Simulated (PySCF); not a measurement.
# C3H7B3N2O3, a rigid stack of rings: interaction energy

What interaction energy should one expect for `B1OBOBO1` with `c1cn[nH]c1`?

Programs: PySCF 2.14.0. All values are calculated, for the isolated system unless a continuum is named. Atoms count from 0, parts from 1.

### 1 The system as given

18 atoms, charge 0, multiplicity 1; geometry: GFN2-xTB parts, rigid stack. Parts: 1 = atoms 0–8, `B1OBOBO1`, charge 0; 2 = atoms 9–17, `c1cn[nH]c1`, charge 0.

### 2 Interaction energy: parallel, height 3.4, slip 0 Å, twist 0°

What the job is given:

```
{"job": {"kind": "inter", "xc": "PBE0", "basis": "def2-SVP", "disp": "d3bj"}, "charge": 0, "multiplicity": 1, "parts": [{"atoms": "0-8", "charge": 0, "multiplicity": 1}, {"atoms": "9-17", "charge": 0, "multiplicity": 1}]}
B     -1.235702    -0.570791     0.000187
O     -1.110753     0.783550    -0.000099
B      0.123414     1.355146    -0.000081
O      1.234159     0.570020     0.000174
B      1.112237    -0.784612    -0.000086
O     -0.123356    -1.353313    -0.000095
H     -2.297666    -1.061095    -0.000336
H      0.229671     2.520149     0.000320
H      2.067800    -1.459645     0.000517
C      0.905628    -0.762328     3.400142
C     -0.473574    -1.021521     3.399916
N     -1.165932     0.099067     3.399987
N     -0.265568     1.076449     3.400110
C      0.999447     0.608332     3.399846
H      1.704535    -1.474187     3.400624
H     -0.975068    -1.968371     3.399280
H     -0.569583     2.037060     3.401044
H      1.848062     1.262235     3.399265
```

Method: PBE0-D3(BJ)/def2-SVP interaction energy, counterpoise and uncorrected, gas phase.

Launch:

```bash
> OMP_NUM_THREADS=1 python cluster_run.py task.json out
```

One launch serves the whole session: the jobs run in the order shown.

Standard output:

```text
part 1, own basis, geometry of the cluster
coarse grid: 8376 points
cycle   1  E = -301.5246507946  dE =  1.063e+00  |g| = 8.983e-01  |ddm| = 3.410e+00
cycle   2  E = -301.3719512513  dE =  1.527e-01  |g| = 1.275e+00  |ddm| = 1.589e+00
cycle   3  E = -301.6721688989  dE = -3.002e-01  |g| = 3.383e-02  |ddm| = 1.009e+00
cycle   4  E = -301.6724010207  dE = -2.321e-04  |g| = 8.246e-03  |ddm| = 3.877e-02
cycle   5  E = -301.6724139406  dE = -1.292e-05  |g| = 1.129e-03  |ddm| = 9.809e-03
cycle   6  E = -301.6724142479  dE = -3.073e-07  |g| = 4.702e-04  |ddm| = 1.666e-03
final grid: 83368 points
cycle   7  E = -301.7351864502  dE = -4.884e-05  |g| = 8.012e-03  |ddm| = 2.280e-02
cycle   8  E = -301.7351766351  dE =  9.815e-06  |g| = 1.104e-02  |ddm| = 1.246e-02
cycle   9  E = -301.7351984350  dE = -2.180e-05  |g| = 2.993e-04  |ddm| = 7.537e-03
cycle  10  E = -301.7351984611  dE = -2.610e-08  |g| = 9.286e-05  |ddm| = 5.478e-04
cycle  11  E = -301.7351984624  dE = -1.316e-09  |g| = 5.314e-05  |ddm| = 1.170e-04
cycle  12  E = -301.7351984629  dE = -4.843e-10  |g| = 1.558e-05  |ddm| = 4.768e-05
converged SCF energy = -301.7351984629

part 2, own basis, geometry of the cluster
coarse grid: 7864 points
cycle   1  E = -225.7195545660  dE =  9.976e-01  |g| = 3.536e-01  |ddm| = 3.387e+00
cycle   2  E = -225.6911044691  dE =  2.845e-02  |g| = 5.070e-01  |ddm| = 9.112e-01
cycle   3  E = -225.7524840911  dE = -6.138e-02  |g| = 7.930e-02  |ddm| = 5.308e-01
cycle   4  E = -225.7538018683  dE = -1.318e-03  |g| = 2.874e-02  |ddm| = 9.360e-02
cycle   5  E = -225.7539941393  dE = -1.923e-04  |g| = 6.337e-03  |ddm| = 3.046e-02
cycle   6  E = -225.7540002115  dE = -6.072e-06  |g| = 3.501e-03  |ddm| = 7.641e-03
cycle   7  E = -225.7540028581  dE = -2.647e-06  |g| = 8.117e-04  |ddm| = 3.403e-03
final grid: 77096 points
cycle   8  E = -225.7793074629  dE = -2.164e-05  |g| = 5.353e-03  |ddm| = 2.181e-02
cycle   9  E = -225.7793072563  dE =  2.067e-07  |g| = 5.656e-03  |ddm| = 1.036e-02
cycle  10  E = -225.7793148181  dE = -7.562e-06  |g| = 7.882e-04  |ddm| = 5.190e-03
cycle  11  E = -225.7793149516  dE = -1.335e-07  |g| = 2.646e-04  |ddm| = 9.013e-04
cycle  12  E = -225.7793149669  dE = -1.529e-08  |g| = 5.842e-05  |ddm| = 2.525e-04
cycle  13  E = -225.7793149676  dE = -6.600e-10  |g| = 2.817e-05  |ddm| = 7.551e-05
converged SCF energy = -225.7793149676

part 1, own basis, relaxed alone
coarse grid: 8376 points
cycle   1  E = -301.5254900791  dE =  1.063e+00  |g| = 8.988e-01  |ddm| = 3.410e+00
cycle   2  E = -301.3727167456  dE =  1.528e-01  |g| = 1.275e+00  |ddm| = 1.590e+00
cycle   3  E = -301.6731487885  dE = -3.004e-01  |g| = 3.385e-02  |ddm| = 1.009e+00
cycle   4  E = -301.6733811436  dE = -2.324e-04  |g| = 8.246e-03  |ddm| = 3.879e-02
cycle   5  E = -301.6733940733  dE = -1.293e-05  |g| = 1.106e-03  |ddm| = 9.804e-03
cycle   6  E = -301.6733943812  dE = -3.078e-07  |g| = 4.080e-04  |ddm| = 1.644e-03
final grid: 83368 points
cycle   7  E = -301.7351831149  dE = -4.993e-05  |g| = 7.471e-03  |ddm| = 2.246e-02
cycle   8  E = -301.7351747476  dE =  8.367e-06  |g| = 1.028e-02  |ddm| = 1.150e-02
cycle   9  E = -301.7351936487  dE = -1.890e-05  |g| = 2.974e-04  |ddm| = 7.013e-03
cycle  10  E = -301.7351936751  dE = -2.645e-08  |g| = 8.186e-05  |ddm| = 5.390e-04
cycle  11  E = -301.7351936765  dE = -1.375e-09  |g| = 2.453e-05  |ddm| = 1.110e-04
cycle  12  E = -301.7351936766  dE = -6.366e-11  |g| = 1.652e-05  |ddm| = 2.851e-05
converged SCF energy = -301.7351936766

part 2, own basis, relaxed alone
coarse grid: 7864 points
cycle   1  E = -225.7195145058  dE =  9.979e-01  |g| = 3.536e-01  |ddm| = 3.388e+00
cycle   2  E = -225.6910451978  dE =  2.847e-02  |g| = 5.070e-01  |ddm| = 9.110e-01
cycle   3  E = -225.7524352528  dE = -6.139e-02  |g| = 7.930e-02  |ddm| = 5.311e-01
cycle   4  E = -225.7537529765  dE = -1.318e-03  |g| = 2.876e-02  |ddm| = 9.362e-02
cycle   5  E = -225.7539454262  dE = -1.924e-04  |g| = 6.353e-03  |ddm| = 3.046e-02
cycle   6  E = -225.7539515303  dE = -6.104e-06  |g| = 3.506e-03  |ddm| = 7.653e-03
cycle   7  E = -225.7539541849  dE = -2.655e-06  |g| = 8.135e-04  |ddm| = 3.413e-03
final grid: 77096 points
cycle   8  E = -225.7793058386  dE = -2.165e-05  |g| = 5.273e-03  |ddm| = 2.182e-02
cycle   9  E = -225.7793056112  dE =  2.273e-07  |g| = 5.574e-03  |ddm| = 1.023e-02
cycle  10  E = -225.7793129996  dE = -7.388e-06  |g| = 7.743e-04  |ddm| = 5.150e-03
cycle  11  E = -225.7793131293  dE = -1.297e-07  |g| = 2.515e-04  |ddm| = 9.197e-04
cycle  12  E = -225.7793131432  dE = -1.387e-08  |g| = 5.304e-05  |ddm| = 2.447e-04
cycle  13  E = -225.7793131437  dE = -5.480e-10  |g| = 2.585e-05  |ddm| = 6.842e-05
converged SCF energy = -225.7793131437

cluster
final grid: 160464 points
cycle   1  E = -527.5195979038  dE = -5.072e-03  |g| = 1.997e-02  |ddm| = 6.550e-01
cycle   2  E = -527.5196690734  dE = -7.117e-05  |g| = 1.518e-02  |ddm| = 6.793e-02
cycle   3  E = -527.5197160275  dE = -4.695e-05  |g| = 5.157e-03  |ddm| = 2.269e-02
cycle   4  E = -527.5197212382  dE = -5.211e-06  |g| = 1.430e-03  |ddm| = 5.547e-03
cycle   5  E = -527.5197216517  dE = -4.136e-07  |g| = 5.804e-04  |ddm| = 2.095e-03
cycle   6  E = -527.5197217200  dE = -6.831e-08  |g| = 1.854e-04  |ddm| = 6.711e-04
cycle   7  E = -527.5197217273  dE = -7.263e-09  |g| = 3.457e-05  |ddm| = 1.844e-04
cycle   8  E = -527.5197217275  dE = -2.012e-10  |g| = 1.681e-05  |ddm| = 4.442e-05
converged SCF energy = -527.5197217275

part 1 in the basis of the cluster
final grid: 160464 points
cycle   1  E = -301.7365363399  dE = -1.339e-03  |g| = 3.143e-03  |ddm| = 3.592e-01
cycle   2  E = -301.7365402872  dE = -3.947e-06  |g| = 2.056e-03  |ddm| = 1.701e-02
cycle   3  E = -301.7365408165  dE = -5.293e-07  |g| = 1.161e-03  |ddm| = 2.465e-03
cycle   4  E = -301.7365410611  dE = -2.446e-07  |g| = 1.402e-04  |ddm| = 9.243e-04
cycle   5  E = -301.7365410646  dE = -3.458e-09  |g| = 4.430e-05  |ddm| = 1.330e-04
cycle   6  E = -301.7365410649  dE = -3.605e-10  |g| = 3.935e-06  |ddm| = 3.589e-05
converged SCF energy = -301.7365410649

part 2 in the basis of the cluster
final grid: 160464 points
cycle   1  E = -225.7813361503  dE = -2.019e-03  |g| = 6.702e-03  |ddm| = 4.442e-01
cycle   2  E = -225.7813516705  dE = -1.552e-05  |g| = 5.922e-03  |ddm| = 2.657e-02
cycle   3  E = -225.7813586807  dE = -7.010e-06  |g| = 2.497e-03  |ddm| = 7.869e-03
cycle   4  E = -225.7813599175  dE = -1.237e-06  |g| = 1.069e-03  |ddm| = 3.049e-03
cycle   5  E = -225.7813602025  dE = -2.850e-07  |g| = 9.668e-05  |ddm| = 1.082e-03
cycle   6  E = -225.7813602044  dE = -1.875e-09  |g| = 3.172e-05  |ddm| = 1.329e-04
cycle   7  E = -225.7813602046  dE = -2.261e-10  |g| = 8.076e-06  |ddm| = 3.528e-05
converged SCF energy = -225.7813602046

Interaction energy (kcal/mol)
  counterpoise       -4.424
  uncorrected        -6.550
  dispersion part    -3.282
  deformation        -0.004
  binding            -4.428

Decomposition of the uncorrected value (kcal/mol)
  electrostatic      -2.425
  Pauli               2.418
  orbital            -3.261
  dispersion         -3.282

Charge of each part in the cluster: -0.011 0.011
```

Run time: 41 s. Hardware: 1 thread of Intel Xeon 6975P-C, shared host; peak memory 0.64 GiB.

Contacts at this geometry (a selection, picked against the atoms' radii; other short pairs can be missing):

| atoms | distance (Å) | kind (by distance and angle) | angle (°) |
| --- | --- | --- | --- |
| B4···C9 | 3.41 | inside the van der Waals sum | – |

The decomposition goes in steps from the parts' own densities: electrostatics between them unchanged, then the rise on making their orbitals orthogonal (called Pauli here; it holds the exchange-correlation between the parts too, so it can be small or negative at long range), then orbital relaxation, then the dispersion term. Charges of the parts share the cluster's density out in proportion to the parts' own densities.

The SCF energies in the log hold no dispersion term; the tabulated energies do.

The parts:

| part | SMILES | deformation (kcal/mol) | HOMO alone (eV) | charge in the cluster (e) |
| --- | --- | --- | --- | --- |
| 1 | B1OBOBO1 | 0.00 | -9.63 | -0.011 |
| 2 | c1cn[nH]c1 | 0.00 | -7.14 | 0.011 |

### 3 Counterpoise and decomposition: parallel, height 3.4, slip 0 Å, twist 15°

What the job is given:

```
{"job": {"kind": "inter", "xc": "PBE0", "basis": "def2-SVP", "disp": "d3bj"}, "charge": 0, "multiplicity": 1, "parts": [{"atoms": "0-8", "charge": 0, "multiplicity": 1}, {"atoms": "9-17", "charge": 0, "multiplicity": 1}]}
B     -1.235702    -0.570791     0.000187
O     -1.110753     0.783550    -0.000099
B      0.123414     1.355146    -0.000081
O      1.234159     0.570020     0.000174
B      1.112237    -0.784612    -0.000086
O     -0.123356    -1.353313    -0.000095
H     -2.297666    -1.061095    -0.000336
H      0.229671     2.520149     0.000320
H      2.067800    -1.459645     0.000517
C      1.072074    -0.501958     3.400142
C     -0.193049    -1.109283     3.399916
N     -1.151845    -0.206074     3.399987
N     -0.535125     0.971036     3.400110
C      0.807944     0.846279     3.399846
H      2.028002    -0.982789     3.400624
H     -0.432391    -2.153667     3.399280
H     -1.077405     1.820230     3.401044
H      1.458400     1.697539     3.399265
```

Level: PBE0-D3(BJ)/def2-SVP interaction energy, counterpoise and uncorrected, gas phase.

Standard output:

```text
part 1, own basis, geometry of the cluster: E = -301.7351984629 (as before)

part 2, own basis, geometry of the cluster
coarse grid: 7864 points
cycle   1  E = -225.7197861235  dE =  9.979e-01  |g| = 3.533e-01  |ddm| = 3.388e+00
cycle   2  E = -225.6914576436  dE =  2.833e-02  |g| = 5.062e-01  |ddm| = 9.090e-01
cycle   3  E = -225.7526470835  dE = -6.119e-02  |g| = 7.935e-02  |ddm| = 5.299e-01
cycle   4  E = -225.7539665265  dE = -1.319e-03  |g| = 2.876e-02  |ddm| = 9.372e-02
cycle   5  E = -225.7541589655  dE = -1.924e-04  |g| = 6.359e-03  |ddm| = 3.043e-02
cycle   6  E = -225.7541650551  dE = -6.090e-06  |g| = 3.518e-03  |ddm| = 7.658e-03
cycle   7  E = -225.7541677290  dE = -2.674e-06  |g| = 8.133e-04  |ddm| = 3.427e-03
final grid: 77096 points
cycle   8  E = -225.7793103333  dE = -1.952e-05  |g| = 5.456e-03  |ddm| = 2.016e-02
cycle   9  E = -225.7793096515  dE =  6.819e-07  |g| = 5.924e-03  |ddm| = 1.054e-02
cycle  10  E = -225.7793178706  dE = -8.219e-06  |g| = 9.684e-04  |ddm| = 5.528e-03
cycle  11  E = -225.7793180847  dE = -2.141e-07  |g| = 2.137e-04  |ddm| = 1.098e-03
cycle  12  E = -225.7793180948  dE = -1.009e-08  |g| = 4.509e-05  |ddm| = 2.144e-04
cycle  13  E = -225.7793180951  dE = -3.665e-10  |g| = 2.308e-05  |ddm| = 5.705e-05
converged SCF energy = -225.7793180951

part 1, own basis, relaxed alone: E = -301.7351936766 (as before)

part 2, own basis, relaxed alone: E = -225.7793131437 (as before)

cluster
final grid: 160464 points
cycle   1  E = -527.5198930462  dE = -5.129e-03  |g| = 2.013e-02  |ddm| = 6.567e-01
cycle   2  E = -527.5199633290  dE = -7.028e-05  |g| = 1.571e-02  |ddm| = 6.826e-02
cycle   3  E = -527.5200129559  dE = -4.963e-05  |g| = 5.449e-03  |ddm| = 2.310e-02
cycle   4  E = -527.5200187510  dE = -5.795e-06  |g| = 1.363e-03  |ddm| = 5.553e-03
cycle   5  E = -527.5200191228  dE = -3.718e-07  |g| = 5.588e-04  |ddm| = 2.109e-03
cycle   6  E = -527.5200191850  dE = -6.220e-08  |g| = 1.994e-04  |ddm| = 6.650e-04
cycle   7  E = -527.5200191936  dE = -8.568e-09  |g| = 3.192e-05  |ddm| = 1.971e-04
cycle   8  E = -527.5200191937  dE = -1.583e-10  |g| = 1.782e-05  |ddm| = 4.252e-05
converged SCF energy = -527.5200191937

part 1 in the basis of the cluster
final grid: 160464 points
cycle   1  E = -301.7365426565  dE = -1.346e-03  |g| = 3.157e-03  |ddm| = 3.557e-01
cycle   2  E = -301.7365466620  dE = -4.005e-06  |g| = 2.058e-03  |ddm| = 1.679e-02
cycle   3  E = -301.7365471935  dE = -5.315e-07  |g| = 1.161e-03  |ddm| = 2.461e-03
cycle   4  E = -301.7365474381  dE = -2.446e-07  |g| = 1.318e-04  |ddm| = 9.199e-04
cycle   5  E = -301.7365474411  dE = -3.040e-09  |g| = 4.403e-05  |ddm| = 1.280e-04
cycle   6  E = -301.7365474415  dE = -3.556e-10  |g| = 4.211e-06  |ddm| = 3.535e-05
converged SCF energy = -301.7365474415

part 2 in the basis of the cluster
final grid: 160464 points
cycle   1  E = -225.7814001367  dE = -2.077e-03  |g| = 6.890e-03  |ddm| = 4.428e-01
cycle   2  E = -225.7814161060  dE = -1.597e-05  |g| = 6.247e-03  |ddm| = 2.741e-02
cycle   3  E = -225.7814238942  dE = -7.788e-06  |g| = 2.640e-03  |ddm| = 8.303e-03
cycle   4  E = -225.7814253093  dE = -1.415e-06  |g| = 1.071e-03  |ddm| = 3.178e-03
cycle   5  E = -225.7814255967  dE = -2.874e-07  |g| = 8.979e-05  |ddm| = 1.103e-03
cycle   6  E = -225.7814255983  dE = -1.625e-09  |g| = 3.032e-05  |ddm| = 1.329e-04
cycle   7  E = -225.7814255985  dE = -2.154e-10  |g| = 1.006e-05  |ddm| = 3.858e-05
converged SCF energy = -225.7814255985

Interaction energy (kcal/mol)
  counterpoise       -4.564
  uncorrected        -6.731
  dispersion part    -3.280
  deformation        -0.006
  binding            -4.570

Decomposition of the uncorrected value (kcal/mol)
  electrostatic      -2.577
  Pauli               2.424
  orbital            -3.298
  dispersion         -3.280

Charge of each part in the cluster: -0.010 0.010
```

Wall time 36 s (1 thread of Intel Xeon 6975P-C, shared host); peak memory 0.64 GiB.

In short: -4.56 kcal/mol with counterpoise, basis-set superposition error 2.17.

### 4 Counterpoise and decomposition: parallel, height 3.4, slip 1.5 Å, twist 30°

What the job is given:

```
{"job": {"kind": "inter", "xc": "PBE0", "basis": "def2-SVP", "disp": "d3bj"}, "charge": 0, "multiplicity": 1, "parts": [{"atoms": "0-8", "charge": 0, "multiplicity": 1}, {"atoms": "9-17", "charge": 0, "multiplicity": 1}]}
B     -1.235702    -0.570791     0.000187
O     -1.110753     0.783550    -0.000099
B      0.123414     1.355146    -0.000081
O      1.234159     0.570020     0.000174
B      1.112237    -0.784612    -0.000086
O     -0.123356    -1.353313    -0.000095
H     -2.297666    -1.061095    -0.000336
H      0.229671     2.520149     0.000320
H      2.067800    -1.459645     0.000517
C      2.665461    -0.207381     3.400142
C      1.600633    -1.121450     3.399916
N      0.440739    -0.497171     3.399987
N      0.731787     0.799448     3.400110
C      2.061381     1.026554     3.399846
H      3.713264    -0.424416     3.400624
H      1.639752    -2.192194     3.399280
H     -0.011803     1.479354     3.401044
H      2.469351     2.017158     3.399265
```

Method: PBE0-D3(BJ)/def2-SVP interaction energy, counterpoise and uncorrected, gas phase.

Standard output:

```text
part 1, own basis, geometry of the cluster: E = -301.7351984629 (as before)

part 2, own basis, geometry of the cluster
coarse grid: 7864 points
cycle   1  E = -225.7198743097  dE =  9.973e-01  |g| = 3.531e-01  |ddm| = 3.386e+00
cycle   2  E = -225.6916378385  dE =  2.824e-02  |g| = 5.058e-01  |ddm| = 9.089e-01
cycle   3  E = -225.7527193299  dE = -6.108e-02  |g| = 7.932e-02  |ddm| = 5.289e-01
cycle   4  E = -225.7540380580  dE = -1.319e-03  |g| = 2.871e-02  |ddm| = 9.362e-02
cycle   5  E = -225.7542300544  dE = -1.920e-04  |g| = 6.300e-03  |ddm| = 3.042e-02
cycle   6  E = -225.7542360459  dE = -5.992e-06  |g| = 3.488e-03  |ddm| = 7.606e-03
cycle   7  E = -225.7542386725  dE = -2.627e-06  |g| = 8.083e-04  |ddm| = 3.383e-03
final grid: 77096 points
cycle   8  E = -225.7793103654  dE = -1.844e-05  |g| = 5.556e-03  |ddm| = 1.920e-02
cycle   9  E = -225.7793094952  dE =  8.701e-07  |g| = 6.107e-03  |ddm| = 1.077e-02
cycle  10  E = -225.7793180974  dE = -8.602e-06  |g| = 1.053e-03  |ddm| = 5.640e-03
cycle  11  E = -225.7793183573  dE = -2.599e-07  |g| = 2.387e-04  |ddm| = 1.130e-03
cycle  12  E = -225.7793183696  dE = -1.230e-08  |g| = 6.058e-05  |ddm| = 2.288e-04
cycle  13  E = -225.7793183703  dE = -6.420e-10  |g| = 3.089e-05  |ddm| = 7.763e-05
converged SCF energy = -225.7793183703

part 1, own basis, relaxed alone: E = -301.7351936766 (as before)

part 2, own basis, relaxed alone: E = -225.7793131437 (as before)

cluster
final grid: 160464 points
cycle   1  E = -527.5194687748  dE = -4.474e-03  |g| = 2.315e-02  |ddm| = 5.368e-01
cycle   2  E = -527.5193695518  dE =  9.922e-05  |g| = 3.319e-02  |ddm| = 7.063e-02
cycle   3  E = -527.5196230338  dE = -2.535e-04  |g| = 6.607e-03  |ddm| = 3.458e-02
cycle   4  E = -527.5196325237  dE = -9.490e-06  |g| = 1.515e-03  |ddm| = 7.557e-03
cycle   5  E = -527.5196329629  dE = -4.392e-07  |g| = 7.961e-04  |ddm| = 2.066e-03
cycle   6  E = -527.5196330841  dE = -1.212e-07  |g| = 1.902e-04  |ddm| = 8.081e-04
cycle   7  E = -527.5196330913  dE = -7.225e-09  |g| = 4.220e-05  |ddm| = 1.889e-04
cycle   8  E = -527.5196330917  dE = -4.059e-10  |g| = 1.247e-05  |ddm| = 5.539e-05
converged SCF energy = -527.5196330917

part 1 in the basis of the cluster
final grid: 160464 points
cycle   1  E = -301.7360241583  dE = -8.266e-04  |g| = 2.326e-03  |ddm| = 2.551e-01
cycle   2  E = -301.7360266279  dE = -2.470e-06  |g| = 1.409e-03  |ddm| = 1.215e-02
cycle   3  E = -301.7360268439  dE = -2.161e-07  |g| = 9.202e-04  |ddm| = 1.807e-03
cycle   4  E = -301.7360269967  dE = -1.527e-07  |g| = 1.242e-04  |ddm| = 7.249e-04
cycle   5  E = -301.7360269996  dE = -2.948e-09  |g| = 3.313e-05  |ddm| = 1.188e-04
cycle   6  E = -301.7360269998  dE = -1.994e-10  |g| = 3.933e-06  |ddm| = 2.596e-05
converged SCF energy = -301.7360269998

part 2 in the basis of the cluster
final grid: 160464 points
cycle   1  E = -225.7813721826  dE = -2.052e-03  |g| = 7.391e-03  |ddm| = 3.295e-01
cycle   2  E = -225.7813898571  dE = -1.767e-05  |g| = 7.154e-03  |ddm| = 2.562e-02
cycle   3  E = -225.7814000162  dE = -1.016e-05  |g| = 3.005e-03  |ddm| = 9.225e-03
cycle   4  E = -225.7814019687  dE = -1.952e-06  |g| = 1.047e-03  |ddm| = 3.545e-03
cycle   5  E = -225.7814022460  dE = -2.773e-07  |g| = 9.347e-05  |ddm| = 1.089e-03
cycle   6  E = -225.7814022476  dE = -1.682e-09  |g| = 3.844e-05  |ddm| = 1.411e-04
cycle   7  E = -225.7814022480  dE = -3.602e-10  |g| = 1.364e-05  |ddm| = 5.239e-05
converged SCF energy = -225.7814022480

Interaction energy (kcal/mol)
  counterpoise       -4.071
  uncorrected        -5.898
  dispersion part    -2.688
  deformation        -0.006
  binding            -4.077

Decomposition of the uncorrected value (kcal/mol)
  electrostatic      -1.465
  Pauli               1.166
  orbital            -2.911
  dispersion         -2.688

Charge of each part in the cluster: -0.008 0.008
```

Wall time 34 s (1 thread of Intel Xeon 6975P-C, shared host); peak memory 0.64 GiB.

Counterpoise interaction energy: -4.07 kcal/mol.

[end of part 1 of 2]
